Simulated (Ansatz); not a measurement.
# Aluminium, simple cubic under RPBE: structure, energy and stiffness, part 2 of 2

The plan for aluminium in the simple cubic structure: relax it, solve it on a dense k-mesh, then scale the cell to 7 volumes from 88 to 112 % of the relaxed one and try a fit of the equation of state. Spin polarisation is left out. The k-meshes are 12×12×12 for the relaxation; 19×19×19 for the dense run; 13×13×13 for the volumes.

Ansatz 0.2.0; DFT, RPBE, plane waves (420 eV) with PAW, scalar-relativistic. Earlier steps stand in the parts before.

**6. Volume × 0.96**

This is Al in the simple cubic structure; at room conditions it is fcc.

input.yaml reads:

```yaml
crystal:
  lattice:
    - [2.702301169, 0.0, 0.0]
    - [0.0, 2.702301169, 0.0]
    - [0.0, 0.0, 2.702301169]
  atoms:
    - { symbol: Al, position: [0.0, 0.0, 0.0] }
hamiltonian:
  xc: rpbe
  pseudopotentials:
    kind: paw
    azcp:
      Al: "pseudopotentials/Al.paw.azcp"
basis:
  ecutwfc: 420
  fft_grid_basis: typed
kpoints:
  mp_grid: { grid: [13, 13, 13], shift: [0, 0, 0] }
magnetization:
  spin_polarized: false
scf:
  occupations: { method: fermi_dirac, width: 0.1 }
  lower_state_search: "off"
output:
  stress: true
```

Log, cut to the lines that bear on the results:

```text
Warning: RAYON_NUM_THREADS=2 ignored (pool sized by the plan → 2); use --threads N
[...]
Pseudopotentials: kind: paw
Pseudopotential: Al, paw, valence charge 3, recommended cutoff 420 eV (normal), <dir>
Functional definition: RPBE
[...]
Crystal: 1 atoms, lattice volume = 19.733 Å³
Basis set: ecut = 420 eV, 389 PW (Γ)
Bands: 6, of which v1, the nominal top of the filled ones, is band 2 counted from 1 (1 counted from 0)
Symmetry: 48 space group operations
Space group: Pm-3m (ITA 221), of the structure as read, at distance tolerance 2.7e-5 Å
k-points: 84 of 2197
[...]
SCF iter   1: F=—  HF=-540.071627 eV  |F-HF|=—  |Δ(HF+E_count)|=         —  Δρ=3.38e-3  dr2=3.27e-3  ethr=1.77e-3  ⟨swp⟩=4.6  Hψ=4442  notcnv=0
[...]
SCF iter   6: F=-540.070659 eV  HF=-540.070659 eV  |F-HF|=4.55e-13  |Δ(HF+E_count)|=  1.33e-10  Δρ=3.15e-8  dr2=1.43e-13  ethr=1.95e-12  ⟨swp⟩=1.0  Hψ=1393  notcnv=0
[...]
SCF converged after 6 iterations
Free energy (F): -540.070659 eV
[...]
E sigma→0 (E₀):  -540.061556 eV
Entropy (-TS):   -0.018205 eV (-18.205 meV/atom)
Fermi energy:    5.874536 eV
[...]
--- Stress (GPa, compression-positive) ---
        2.424915      -0.000000       0.000000
       -0.000000       2.424915       0.000000
        0.000000      -0.000000       2.424915
  P = ⅓ Tr σ = 2.4249 GPa (24.249 kbar)
```

Run time: 0.34 s. Hardware: 2 threads of AMD EPYC 9R45 (Zen 5), shared host; peak memory 0.31 GiB.

**7. Volume × 1.0**

Changes to input.yaml since step 6:

```diff
@@ -2,5 +2,5 @@
   lattice:
-    - [2.702301169, 0.0, 0.0]
-    - [0.0, 2.702301169, 0.0]
-    - [0.0, 0.0, 2.702301169]
+    - [2.7393235938, 0.0, 0.0]
+    - [0.0, 2.7393235938, 0.0]
+    - [0.0, 0.0, 2.7393235938]
   atoms:
@@ -25 +25,5 @@
   stress: true
+  write_density: true
+  write_potential: true
+  elf: true
+  volumetric_format: npy
```

Log, cut to the lines that bear on the results:

```text
Warning: RAYON_NUM_THREADS=2 ignored (pool sized by the plan → 2); use --threads N
[...]
[... 3 set-up lines as earlier in the session ...]
[...]
Crystal: 1 atoms, lattice volume = 20.556 Å³
Basis set: ecut = 420 eV, 389 PW (Γ)
Bands: 6, of which v1, the nominal top of the filled ones, is band 2 counted from 1 (1 counted from 0)
[... 2 set-up lines as earlier in the session ...]
k-points: 84 of 2197
[...]
SCF iter   1: F=—  HF=-540.077612 eV  |F-HF|=—  |Δ(HF+E_count)|=         —  Δρ=3.36e-3  dr2=3.49e-3  ethr=1.77e-3  ⟨swp⟩=4.6  Hψ=4431  notcnv=0
[...]
SCF iter   6: F=-540.076588 eV  HF=-540.076588 eV  |F-HF|=2.27e-13  |Δ(HF+E_count)|=  1.40e-10  Δρ=2.68e-8  dr2=1.07e-13  ethr=1.72e-12  ⟨swp⟩=3.3  Hψ=1778  notcnv=0
[...]
SCF converged after 6 iterations
Free energy (F): -540.076588 eV
[...]
E sigma→0 (E₀):  -540.067064 eV
Entropy (-TS):   -0.019049 eV (-19.049 meV/atom)
Fermi energy:    5.519222 eV
[...]
--- Stress (GPa, compression-positive) ---
       -0.027511       0.000000       0.000000
       -0.000000      -0.027511       0.000000
        0.000000       0.000000      -0.027511
  P = ⅓ Tr σ = -0.0275 GPa (-0.275 kbar)
--- Band table (eV; the first three rows and the last of 84) ---
  k-point 0: bands = ["-3.9088", "13.4154", "13.4154", "14.5507", "14.5507", "14.5507"]
[...]
```

Run time: 0.46 s. Hardware: 2 threads of AMD EPYC 9R45 (Zen 5), shared host; peak memory 0.32 GiB.

Density in a lattice plane of the grid's cell (edges 2.74 and 2.74 Å, at 0.000 of the third edge), which holds Al.

Values in e/Å³, 12 rows by 12 columns:
```
0.07 0.08 0.11 0.17 0.21 0.22 0.21 0.22 0.21 0.17 0.11 0.08
0.10 0.11 0.14 0.18 0.20 0.19 0.19 0.19 0.20 0.18 0.14 0.11
0.16 0.17 0.18 0.19 0.18 0.17 0.16 0.17 0.18 0.19 0.18 0.17
0.21 0.21 0.20 0.18 0.16 0.14 0.13 0.14 0.16 0.18 0.20 0.21
0.23 0.22 0.19 0.17 0.14 0.12 0.11 0.12 0.14 0.17 0.19 0.22
0.22 0.21 0.19 0.16 0.13 0.11 0.11 0.11 0.13 0.16 0.19 0.21
0.23 0.22 0.19 0.17 0.14 0.12 0.11 0.12 0.14 0.17 0.19 0.22
0.21 0.21 0.20 0.18 0.16 0.14 0.13 0.14 0.16 0.18 0.20 0.21
0.16 0.17 0.18 0.19 0.18 0.17 0.16 0.17 0.18 0.19 0.18 0.17
0.10 0.11 0.14 0.18 0.20 0.19 0.19 0.19 0.20 0.18 0.14 0.11
0.07 0.08 0.11 0.17 0.21 0.22 0.21 0.22 0.21 0.17 0.11 0.08
0.07 0.07 0.10 0.16 0.21 0.23 0.22 0.23 0.21 0.16 0.10 0.07
```
Columns run along the first of these edges and rows up along the second, over one cell in 12 and 12 even steps from the bottom left corner. Atoms in the plane (fractional): Al at (0.00, 0.00).

ELF in the same plane.

Ten even steps from '0' (0.05) to '9' (0.80):
```
542001478999999987410024
321012578999999987521012
000023578999899987532000
111245678888888887654211
444567777777777777776544
777788777666666677788777
999988776655555667788999
999988766554445566788999
999988765544344556788999
999988765443334456788999
999988765544344556788999
999988766554445566788999
999988776655555667788999
777788777666666677788777
444567777777777777776544
111245678888888887654211
000023578999899987532000
321012578999999987521012
542001478999999987410024
754101478999999987410145
```
Columns run along the first of these edges and rows up along the second, over one cell in 24 and 20 even steps from the bottom left corner. Atoms in the plane (fractional): Al at (0.00, 0.00).

Both are smooth fields of the valence electrons: close to the nuclei they are not physical.

Outside the cores ELF peaks at 0.80 on the Al–Al line, 1.4 Å from Al.

**8. Volume × 1.04**

Changes to input.yaml since step 7:

```diff
@@ -2,5 +2,5 @@
   lattice:
-    - [2.7393235938, 0.0, 0.0]
-    - [0.0, 2.7393235938, 0.0]
-    - [0.0, 0.0, 2.7393235938]
+    - [2.7753714592, 0.0, 0.0]
+    - [0.0, 2.7753714592, 0.0]
+    - [0.0, 0.0, 2.7753714592]
   atoms:
@@ -25,5 +25 @@
   stress: true
-  write_density: true
-  write_potential: true
-  elf: true
-  volumetric_format: npy
```

Log, cut to the lines that bear on the results:

```text
Warning: RAYON_NUM_THREADS=2 ignored (pool sized by the plan → 2); use --threads N
[...]
[... 3 set-up lines as earlier in the session ...]
[...]
Crystal: 1 atoms, lattice volume = 21.378 Å³
Basis set: ecut = 420 eV, 437 PW (Γ)
Bands: 6, of which v1, the nominal top of the filled ones, is band 2 counted from 1 (1 counted from 0)
[... 1 set-up line as earlier in the session ...]
Space group: Pm-3m (ITA 221), of the structure as read, at distance tolerance 2.8e-5 Å
k-points: 84 of 2197
[...]
SCF iter   1: F=—  HF=-540.072285 eV  |F-HF|=—  |Δ(HF+E_count)|=         —  Δρ=3.31e-3  dr2=3.62e-3  ethr=1.77e-3  ⟨swp⟩=4.7  Hψ=4440  notcnv=0
[...]
SCF iter   6: F=-540.071206 eV  HF=-540.071206 eV  |F-HF|=4.55e-13  |Δ(HF+E_count)|=  1.08e-10  Δρ=1.99e-8  dr2=5.90e-14  ethr=1.41e-12  ⟨swp⟩=1.0  Hψ=1387  notcnv=0
[...]
SCF converged after 6 iterations
Free energy (F): -540.071206 eV
[...]
E sigma→0 (E₀):  -540.061255 eV
Entropy (-TS):   -0.019903 eV (-19.903 meV/atom)
Fermi energy:    5.189010 eV
[...]
--- Stress (GPa, compression-positive) ---
       -1.996908      -0.000000       0.000000
       -0.000000      -1.996908       0.000000
        0.000000      -0.000000      -1.996908
  P = ⅓ Tr σ = -1.9969 GPa (-19.969 kbar)
```

Wall time 0.34 s (2 threads of AMD EPYC 9R45 (Zen 5), shared host); peak memory 0.31 GiB.

**9. Volume × 1.08**

Changes to input.yaml since step 8:

```diff
@@ -2,5 +2,5 @@
   lattice:
-    - [2.7753714592, 0.0, 0.0]
-    - [0.0, 2.7753714592, 0.0]
-    - [0.0, 0.0, 2.7753714592]
+    - [2.8105064733, 0.0, 0.0]
+    - [0.0, 2.8105064733, 0.0]
+    - [0.0, 0.0, 2.8105064733]
   atoms:
```

Log, cut to the lines that bear on the results:

```text
Warning: RAYON_NUM_THREADS=2 ignored (pool sized by the plan → 2); use --threads N
[...]
[... 3 set-up lines as earlier in the session ...]
[...]
Crystal: 1 atoms, lattice volume = 22.200 Å³
Basis set: ecut = 420 eV, 461 PW (Γ)
Bands: 6, of which v1, the nominal top of the filled ones, is band 2 counted from 1 (1 counted from 0)
[... 2 set-up lines as earlier in the session ...]
k-points: 84 of 2197
[...]
SCF iter   1: F=—  HF=-540.057903 eV  |F-HF|=—  |Δ(HF+E_count)|=         —  Δρ=3.25e-3  dr2=3.71e-3  ethr=1.77e-3  ⟨swp⟩=4.8  Hψ=4393  notcnv=0
[...]
SCF iter   6: F=-540.056773 eV  HF=-540.056773 eV  |F-HF|=1.14e-13  |Δ(HF+E_count)|=  7.21e-11  Δρ=1.78e-8  dr2=4.10e-14  ethr=1.27e-12  ⟨swp⟩=1.0  Hψ=1387  notcnv=0
[...]
SCF converged after 6 iterations
Free energy (F): -540.056773 eV
[...]
E sigma→0 (E₀):  -540.046401 eV
Entropy (-TS):   -0.020743 eV (-20.743 meV/atom)
Fermi energy:    4.881249 eV
[...]
--- Stress (GPa, compression-positive) ---
       -3.566171       0.000000       0.000000
       -0.000000      -3.566171      -0.000000
        0.000000      -0.000000      -3.566171
  P = ⅓ Tr σ = -3.5662 GPa (-35.662 kbar)
```

It took 0.34 s on 2 threads of AMD EPYC 9R45 (Zen 5), shared host; peak memory 0.31 GiB.

**10. Volume × 1.12**

Changes to input.yaml since step 9:

```diff
@@ -2,5 +2,5 @@
   lattice:
-    - [2.8105064733, 0.0, 0.0]
-    - [0.0, 2.8105064733, 0.0]
-    - [0.0, 0.0, 2.8105064733]
+    - [2.8447843208, 0.0, 0.0]
+    - [0.0, 2.8447843208, 0.0]
+    - [0.0, 0.0, 2.8447843208]
   atoms:
```

Log, cut to the lines that bear on the results:

```text
Warning: RAYON_NUM_THREADS=2 ignored (pool sized by the plan → 2); use --threads N
[...]
[... 3 set-up lines as earlier in the session ...]
[...]
Crystal: 1 atoms, lattice volume = 23.022 Å³
Basis set: ecut = 420 eV, 461 PW (Γ)
Bands: 6, of which v1, the nominal top of the filled ones, is band 2 counted from 1 (1 counted from 0)
[... 2 set-up lines as earlier in the session ...]
k-points: 84 of 2197
[...]
SCF iter   1: F=—  HF=-540.036323 eV  |F-HF|=—  |Δ(HF+E_count)|=         —  Δρ=3.16e-3  dr2=3.75e-3  ethr=1.77e-3  ⟨swp⟩=4.8  Hψ=4434  notcnv=0
[...]
SCF iter   6: F=-540.035168 eV  HF=-540.035168 eV  |F-HF|=2.27e-13  |Δ(HF+E_count)|=  5.46e-11  Δρ=1.60e-8  dr2=3.30e-14  ethr=1.27e-12  ⟨swp⟩=1.0  Hψ=1388  notcnv=0
[...]
SCF converged after 6 iterations
Free energy (F): -540.035168 eV
[...]
E sigma→0 (E₀):  -540.024408 eV
Entropy (-TS):   -0.021521 eV (-21.521 meV/atom)
Fermi energy:    4.593823 eV
[...]
--- Stress (GPa, compression-positive) ---
       -4.807311       0.000000       0.000000
        0.000000      -4.807311       0.000000
        0.000000       0.000000      -4.807311
  P = ⅓ Tr σ = -4.8073 GPa (-48.073 kbar)
```

Wall time 0.36 s (2 threads of AMD EPYC 9R45 (Zen 5), shared host); peak memory 0.31 GiB.

**11. The equation of state**

The cell was scaled evenly, with its shape and the fractional positions fixed.

| V (Å³/atom) | E − E₀ (meV/atom) | P from the stress (GPa) | P from the fit (GPa) |
| --- | --- | --- | --- |
| 18.089 | 62.1 | 9.27 | 9.23 |
| 18.911 | 25.0 | 5.49 | 5.39 |
| 19.733 | 5.5 | 2.42 | 2.33 |
| 20.556 | 0.0 | -0.03 | -0.11 |
| 21.378 | 5.8 | -2.00 | -2.07 |
| 22.200 | 20.7 | -3.57 | -3.64 |
| 23.022 | 42.6 | -4.81 | -4.90 |

Fit (Birch-Murnaghan, third order): V₀ = 20.513 Å³/atom, B₀ = 55 GPa, B₀′ = 4.5, largest residual 0.03 meV/atom.

The fit is made to E(σ → 0), while the stress belongs to the free energy F; that is one source of the offset between the two pressures.

**12. What came out**

The summary covers parts 1 to 2.

```
                      quantity                         value
space group (spins left aside)               Pm-3m (No. 221)
             conventional cell                   a = 2.739 Å
                        volume                20.556 Å³/atom
             shortest distance                       2.739 Å
               gap on the mesh  none (levels filled in part)
               relative to fcc                 +373 meV/atom
                   V₀, B₀, B₀′   20.513 Å³/atom, 55 GPa, 4.5
```

In words: The relaxation enlarged the cell by 14.6 % in volume. Against the reference form of aluminium (fcc, computed apart with the same settings) it stands 373 meV/atom higher. Levels at the Fermi energy are filled in part, as in a metal. The fitted modulus is 55 GPa. The symmetry was held, so the structure may be unstable against distortions that break it.
